Results and discussion: the band gap of ZnSe with seven density functionals

The crystal is the same in every row, so a change of gap comes from the functional or from the atomic data set used with it. The column "gap on path" gives the smallest energy between filled and empty bands along the path, and "direct gap on path" the smallest one without a change of crystal momentum. The column "potentials" names the source of the data sets that describe the inner electrons.

GPAW 26.7.0, Kohn-Sham DFT with PAW data sets and plane waves up to 600 eV, for ZnSe (F-43m, 2-atom cell, cubic edge 5.668 Å) at fixed geometry, without spin polarisation or spin-orbit coupling. The k mesh is 8 × 8 × 8, with Fermi-Dirac smearing of 0.05 eV; the gaps are taken along the band path Γ–X–W–K–Γ–L–U–W–L–K|U–X.

```
functional                                           potentials  gap on path (eV)  direct gap on path (eV)
       LDA                 GPAW-PAW-data-sets-(gpaw-data-1.2.1)             1.045                    1.045
       PBE                 GPAW-PAW-data-sets-(gpaw-data-1.2.1)             1.298                    1.298
    PBEsol  PAW-data-sets-made-by gpaw-setup-for-the-functional             1.177                    1.177
    revPBE                 GPAW-PAW-data-sets-(gpaw-data-1.2.1)             1.419                    1.419
      RPBE                 GPAW-PAW-data-sets-(gpaw-data-1.2.1)             1.465                    1.465
      BLYP  PAW-data-sets-made-by gpaw-setup-for-the-functional             1.248                    1.248
    r2SCAN                 GPAW-PAW-data-sets-(gpaw-data-1.2.1)             1.870                    1.870
```

1. What kind of gap is it, and how much does the functional matter?

The two gap columns agree in every row, so ZnSe comes out as a direct-gap semiconductor with all seven functionals. The size is far less settled: LDA gives 1.045 eV and r2SCAN 1.870 eV. The choice of functional thus decides much of the number, but not the type of gap.

2. Why does the gap rise from LDA through PBEsol, PBE and revPBE to RPBE?

LDA takes the exchange energy at each point from the density there. The other four strengthen exchange where the density changes quickly, and at moderate gradients they do so increasingly in the order named. The cleanest evidence is the step from PBE to revPBE and RPBE: these three use data sets from the same source, unlike PBEsol, share the same correlation part and differ in exchange, and the gap grows by 1.465 − 1.298 = 0.167 eV.

Theory explains why the two band edges need not move together. The top of the valence band is mainly made of Se p orbitals, whereas the bottom of the conduction band is s-like and reaches closer to the nuclei. A correction that varies through the cell shifts these states by different amounts, and the difference appears in the gap. That the gap opens is a result of the table; that the change arises mostly near the inner shells is a plausible guess.

3. Can one number for the strength of exchange predict the gap?

For the functionals of question 2 it gives the order, but only roughly the spacing. Let s measure how fast the density changes relative to its own size. In PBE the exchange energy is multiplied by

F(s) = 1 + κμs² / (κ + μs²)

where μ sets the initial rise and κ the ceiling. The simplest model makes the shift from LDA proportional to the extra exchange at s = 1:

gap = gap(LDA) + A [F(1) − 1]

The constant A was fitted to the four gradient-corrected rows of question 2, each with its own F, and is about 1.85 eV. For PBE, with rounded constants κ = 0.80 and μ = 0.22, the extra exchange is 0.80 × 0.22 / 1.02 = 0.1725. The shift is then 0.1725 × 1.85 eV = 0.32 eV and the gap 1.36 eV, which is 0.07 eV above the computed value, although PBE was part of the fit.

The model also puts PBEsol too high, and revPBE and RPBE too low. The last two differ from PBE mainly at larger s, which a single value of s = 1 hardly sees. Moreover, electrons respond to the potential, which depends on how F changes as well as on F itself. The printed analysis after this text gives the typical and the largest miss.

4. Would the order survive if each functional chose its own cell size?

Probably not. Stronger gradient exchange favours uneven densities, hence atoms that stand further apart. In this fixed cell LDA therefore gives a pressure of −3.6 GPa and would shrink the crystal, while RPBE gives +4.5 GPa and would expand it. Expansion closes the gap of ZnSe, so the same cause that opens the gap at fixed size closes it again through the cell.

A rough recalled coefficient of 0.07 eV per GPa shows the scale. Relaxation would raise LDA to 1.045 + 0.07 × 3.6 ≈ 1.3 eV and lower RPBE to 1.465 − 0.07 × 4.5 ≈ 1.15 eV. The spread of the five functionals from LDA to RPBE in question 2 would shrink from 0.42 to about 0.15 eV, with LDA now on top. This is a linear estimate, and the reversal needs a coefficient above 0.42 / 8.1 ≈ 0.05 eV per GPa. A series of relaxed cells should thus look much flatter than this one, and the two kinds of series should not be mixed.

5. Why does BLYP lie below PBE?

At s = 1 the exchange enhancement of BLYP is close to that of PBE, so a similar gap is reasonable. The model nevertheless puts BLYP 0.13 eV too high, and the energy levels at the zone centre, where the gap lies, show where the difference from PBE sits. Measured from the valence top, the lowest conduction level is 0.05 eV nearer in BLYP, while the next, threefold level is 0.05 eV further away. The spectrum is therefore not simply squeezed: the s-like level lies lower relative to both the valence top and the threefold level.

Three causes remain open. BLYP has a different correlation part, its exchange follows another curve away from s = 1, and its data sets come from another source than those of PBE. An s-like state is sensitive to the region near the nucleus, where data sets matter. A PBE run with generated data sets would help to separate their effect from that of the functional.

6. Why does r2SCAN stand so far above the rest?

Its gap is 0.57 eV wider than that of PBE, more than the whole range from LDA to RPBE. Cell size is not the reason, since all rows share one cell. r2SCAN is also almost free of pressure there, so its gap should stay near 1.9 eV after relaxation.

The likely cause is a different kind of functional. In LDA and the gradient-corrected functionals, exchange and correlation act as a plain potential, with one value at each point for every orbital. r2SCAN also uses the kinetic energy density, which is built from the slopes of the orbitals, so its operator responds to the slope of the orbital it acts on. The operator is still the same for filled and empty states, but its gap can include part of the jump in potential that comes with an added electron, which a plain potential misses. r2SCAN is therefore expected to give a wider gap, though not every functional that uses the kinetic energy density gains much. The data sets were probably not made for r2SCAN itself, and how much of the increase depends on that is untested.

7. Which digits can be used?

As predictions of the real material, none, not even the one before the decimal point. The measured gap is roughly 2.8 eV, so LDA falls short by about 1.8 eV and r2SCAN by about 0.9 eV. The main reason is well known: a gap between such orbital energies lacks all or part of the jump in potential that comes with an added electron. The Zn 3d levels add to the error. In PBE they lie about 6.4 eV below the valence top, which is expected to be too shallow, and from there they push the Se p levels at the top upwards. Spin-orbit coupling, absent here, would lower the gaps by roughly another 0.1 eV and so widen the shortfall.

Differences between rows are more useful, because many errors are shared. The PBE, revPBE and RPBE order rests on like-for-like settings. The 0.05 eV between BLYP and PBE does not, and it should not be read as a property of the functionals alone. For design work, the table supports the direct character of the gap, but none of its values should set an absorption edge.

The analysis program printed:

```
Gaps and estimates:
     row  gap above LDA (eV)  exchange enhancement less one  pressure (GPa)  rough gap in own relaxed cell (eV)
     LDA                   0                              0          -3.629                               1.299
     PBE               0.253                         0.1725           2.088                               1.152
  PBEsol               0.132                         0.1043          -1.153                               1.258
  revPBE               0.374                         0.1859           3.847                                1.15
    RPBE                0.42                         0.1923           4.517                               1.149
    BLYP               0.203                         0.1783           5.071                               0.893
  r2SCAN               0.825                         0.1725          -0.418                               1.899
fit of dg on 4 rows ((fam > 0) & (enh > 0)): coefficient of enh 1.851 +/- 0.2; rms 0.0573, worst PBE 0.0664, leave-one-out rms 0.077
  rows outside the fit (model, value, miss): LDA 0, 0, 0; BLYP 0.3301, 0.203, 0.127; r2SCAN 0.3194, 0.825, -0.506
fit of g on 5 rows (fam > 0): constant 1.224 +/- 0.0098, coefficient of P 0.04986 +/- 0.003; rms 0.016, worst PBE 0.0304, leave-one-out rms 0.0226
  rows outside the fit (model, value, miss): BLYP 1.477, 1.248, 0.229; r2SCAN 1.203, 1.87, -0.667
r2SCAN gap above PBE (eV): 0.572
r2SCAN gap above RPBE, the next highest (eV): 0.405
BLYP gap less PBE gap (eV): -0.05
RPBE gap less revPBE gap (eV): 0.046
LDA shortfall against rough experiment of 2.8 eV (eV): 1.755
r2SCAN shortfall against rough experiment of 2.8 eV (eV): 0.93
Rough spin-orbit lowering of the gap, a third of 0.4 eV (eV): 0.1333
Spread of the five rows LDA to RPBE after rough relaxation (eV): 0.1502
Mean Zn 3d depth below valence top in PBE (eV): 6.37
Mean Zn 3d depth below valence top in BLYP (eV): 6.449
Threefold conduction level above valence top, BLYP less PBE (eV): 0.04814
```
